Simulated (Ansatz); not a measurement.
System: SrO (rock salt type), 2 atoms in the cell.

```
Sr O
1.0
     0.00000    2.60000    2.60000
     2.60000    0.00000    2.60000
     2.60000    2.60000    0.00000
Sr O
1 1
Direct
  0.00000 0.00000 0.00000
  0.50000 0.50000 0.50000
```

Method: PBE, all-electron LAPW, point nucleus in Ansatz.

k-mesh 6×6×6 Γ-centred; Fermi–Dirac smearing of 0.02 eV; no spin polarisation.

How large is the gap on this mesh, is it direct, and where do the band edges lie (fractions of the reciprocal vectors of this cell)?

3.33 eV, indirect from (0.000, 0.000, 0.000) to (0.000, -0.500, -0.500); the smallest direct gap is 3.43 eV.

List the levels near the gap at (0.000, 0.000, 0.000), (0.000, 0.000, 0.167), (0.000, 0.167, 0.333), (0.000, 0.167, -0.167), (0.000, 0.333, 0.333), (0.000, -0.500, -0.500), in eV from the top of the valence band (v1 is the highest filled band, c1 the lowest empty one).


```json
{"k": "(0.000, 0.000, 0.000)", "v4": "-14.10", "v3": "0.00", "v2": "0.00", "v1": "0.00", "c1": "3.77", "c2": "6.18", "c3": "6.18"}
{"k": "(0.000, 0.000, 0.167)", "v4": "-13.63", "v3": "-0.70", "v2": "-0.30", "v1": "-0.30", "c1": "4.90", "c2": "5.97", "c3": "6.69"}
{"k": "(0.000, 0.167, 0.333)", "v4": "-13.40", "v3": "-1.40", "v2": "-0.54", "v1": "-0.39", "c1": "4.98", "c2": "6.34", "c3": "8.25"}
{"k": "(0.000, 0.167, -0.167)", "v4": "-13.33", "v3": "-1.33", "v2": "-0.74", "v1": "-0.25", "c1": "5.70", "c2": "5.93", "c3": "7.10"}
{"k": "(0.000, 0.333, 0.333)", "v4": "-13.90", "v3": "-1.09", "v2": "-0.14", "v1": "-0.14", "c1": "3.82", "c2": "6.60", "c3": "9.48"}
{"k": "(0.000, -0.500, -0.500)", "v4": "-14.43", "v3": "-0.46", "v2": "-0.10", "v1": "-0.10", "c1": "3.33", "c2": "7.59", "c3": "10.01"}
```

A gap read on the mesh is an upper bound of this method's gap, since the mesh can miss a band edge. Spin–orbit coupling is left out; with heavy elements it can shift the gap and split levels by tenths of an eV. Semilocal functionals give gaps that mostly lie well below measured ones.
